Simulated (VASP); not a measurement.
## SiC (strained zincblende): one PBE single-point calculation in two programs

```yaml
crystal:
  lattice:
    - [-0.05304, 2.17805, 2.17805]
    - [2.17805, -0.05304, 2.17805]
    - [2.12502, 2.12502, 0.00000]
  atoms:
    - { symbol: Si, position: [0.99783, 0.99783, 0.00217] }
    - { symbol: C, position: [0.25217, 0.25217, 0.24783] }
```

Each program uses its own PAW datasets. VASP's cell holds 8 valence electrons and Ansatz's 8. Ansatz's stress includes a Pulay correction; VASP's doesn't.

Cutoffs: 520 eV in VASP, 420 eV in Ansatz. k meshes: 10×10×10 and 10×10×10.

```json
{"": "gap between bands v and c", "VASP": "1.00 eV", "Ansatz": "1.00 eV"}
{"": "least direct gap", "VASP": "3.99 eV", "Ansatz": "3.99 eV"}
{"": "pressure", "VASP": "3.9 GPa", "Ansatz": "3.9 GPa"}
{"": "largest force", "VASP": "0.05 eV/Å", "Ansatz": "0.05 eV/Å"}
```

Band v is the last that the valence electrons fill when counted band by band, and c is the next. Levels in eV from the top of v, Ansatz:

```
point    v−1      v     c   c+1
    Γ  -0.26   0.00  5.60  6.57
    X  -3.84  -2.99  1.00  4.23
    K  -5.79  -2.83  2.86  7.53
    L  -1.51  -1.38  4.83  6.60
    W  -5.25  -4.91  4.91  8.69
```

VASP:

```csv
point,v−1,v,c,c+1
Γ,-0.26,0.00,5.61,6.56
X,-3.84,-2.99,1.00,4.23
K,-5.79,-2.83,2.86,7.53
L,-1.51,-1.38,4.84,6.59
W,-5.25,-4.91,4.91,8.69
```

Forces (eV/Å), VASP:

```tsv
atom	Fx	Fy	Fz
Si	0.000	0.000	-0.047
C	0.000	0.000	0.047
```

Ansatz:

| atom | Fx | Fy | Fz |
| --- | --- | --- | --- |
| Si | 0.000 | 0.000 | -0.047 |
| C | 0.000 | 0.000 | 0.047 |
